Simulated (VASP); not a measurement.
Here is a VASP 6.6.1 calculation.

The input INCAR:

```
SYSTEM = Cu
ALGO = Normal
EDIFF = 1E-6
ENCUT = 520
ISIF = 2
ISMEAR = -1
LASPH = .TRUE.
LCHARG = .FALSE.
LMAXMIX = 4
LMIXTAU = .TRUE.
LREAL = .FALSE.
LWAVE = .FALSE.
METAGGA = MS2
NBANDS = 12
NELM = 80
PREC = Accurate
SIGMA = 0.05
```

Contents of KPOINTS:

```
k-points
0
G
  13 13 13
  0 0 0
```

POSCAR

```
Cu
1.0
    0.0000000000      1.8075000000      1.8075000000
    1.8075000000      0.0000000000      1.8075000000
    1.8075000000      1.8075000000      0.0000000000
Cu
1
Direct
    0.0000000000      0.0000000000      0.0000000000
```

The input KPOINTS_OPT:

```
path GXWKGLUWLK,UX
15
line-mode
reciprocal
 0.0000000000  0.0000000000  0.0000000000  G
 0.5000000000  0.0000000000  0.5000000000  X

 0.5000000000  0.0000000000  0.5000000000  X
 0.5000000000  0.2500000000  0.7500000000  W

 0.5000000000  0.2500000000  0.7500000000  W
 0.3750000000  0.3750000000  0.7500000000  K

 0.3750000000  0.3750000000  0.7500000000  K
 0.0000000000  0.0000000000  0.0000000000  G

 0.0000000000  0.0000000000  0.0000000000  G
 0.5000000000  0.5000000000  0.5000000000  L

 0.5000000000  0.5000000000  0.5000000000  L
 0.6250000000  0.2500000000  0.6250000000  U

 0.6250000000  0.2500000000  0.6250000000  U
 0.5000000000  0.2500000000  0.7500000000  W

 0.5000000000  0.2500000000  0.7500000000  W
 0.5000000000  0.5000000000  0.5000000000  L

 0.5000000000  0.5000000000  0.5000000000  L
 0.3750000000  0.3750000000  0.7500000000  K

 0.6250000000  0.2500000000  0.6250000000  U
 0.5000000000  0.0000000000  0.5000000000  X
```

Potentials or basis: VASP PAW PBE potentials, release 64 (Cu).

Launch:

```bash
$ cat potpaw_PBE.64/Cu/POTCAR > POTCAR
$ mpirun -np 1 vasp_std > vasp.out
```

Task: Estimate the band gap along the path.

Result: None (metal or under the smearing width).

Task: Predict the pressure.

Result: -8.3 GPa.

Levels at the corners of the path, in eV from the Fermi level:
| point | band 2 | band 3 | band 4 | band 5 | band 6 | band 7 | band 8 | band 9 |
| --- | --- | --- | --- | --- | --- | --- | --- | --- |
| Γ | -3.16 | -3.16 | -3.16 | -2.41 | -2.41 | 22.14 | 25.11 | 25.11 |
| X | -4.56 | -1.86 | -1.62 | -1.62 | 1.29 | 7.00 | 12.93 | 12.93 |
| X | -4.56 | -1.86 | -1.62 | -1.62 | 1.29 | 7.00 | 12.93 | 12.93 |
| W | -3.68 | -3.68 | -2.46 | -1.62 | 6.05 | 6.05 | 8.14 | 8.73 |
| W | -3.68 | -3.68 | -2.46 | -1.62 | 6.05 | 6.05 | 8.14 | 8.73 |
| K | -4.23 | -2.91 | -2.28 | -1.82 | 4.16 | 5.58 | 7.74 | 15.04 |
| K | -4.23 | -2.91 | -2.28 | -1.82 | 4.16 | 5.58 | 7.74 | 15.04 |
| Γ | -3.16 | -3.16 | -3.16 | -2.41 | -2.41 | 22.14 | 25.11 | 25.11 |
| Γ | -3.16 | -3.16 | -3.16 | -2.41 | -2.41 | 22.14 | 25.11 | 25.11 |
| L | -3.24 | -3.24 | -1.80 | -1.80 | -1.23 | 3.65 | 20.73 | 21.99 |
| L | -3.24 | -3.24 | -1.80 | -1.80 | -1.23 | 3.65 | 20.73 | 21.99 |
| U | -4.23 | -2.91 | -2.28 | -1.82 | 4.16 | 5.58 | 7.74 | 15.04 |
| U | -4.23 | -2.91 | -2.28 | -1.82 | 4.16 | 5.58 | 7.74 | 15.04 |
| W | -3.68 | -3.68 | -2.46 | -1.62 | 6.05 | 6.05 | 8.14 | 8.73 |
| W | -3.68 | -3.68 | -2.46 | -1.62 | 6.05 | 6.05 | 8.14 | 8.73 |
| L | -3.24 | -3.24 | -1.80 | -1.80 | -1.23 | 3.65 | 20.73 | 21.99 |
| L | -3.24 | -3.24 | -1.80 | -1.80 | -1.23 | 3.65 | 20.73 | 21.99 |
| K | -4.23 | -2.91 | -2.28 | -1.82 | 4.16 | 5.58 | 7.74 | 15.04 |
| U | -4.23 | -2.91 | -2.28 | -1.82 | 4.16 | 5.58 | 7.74 | 15.04 |
| X | -4.56 | -1.86 | -1.62 | -1.62 | 1.29 | 7.00 | 12.93 | 12.93 |

Caveat: the PAW data sets were made with another functional, which shifts forces and pressure a little.
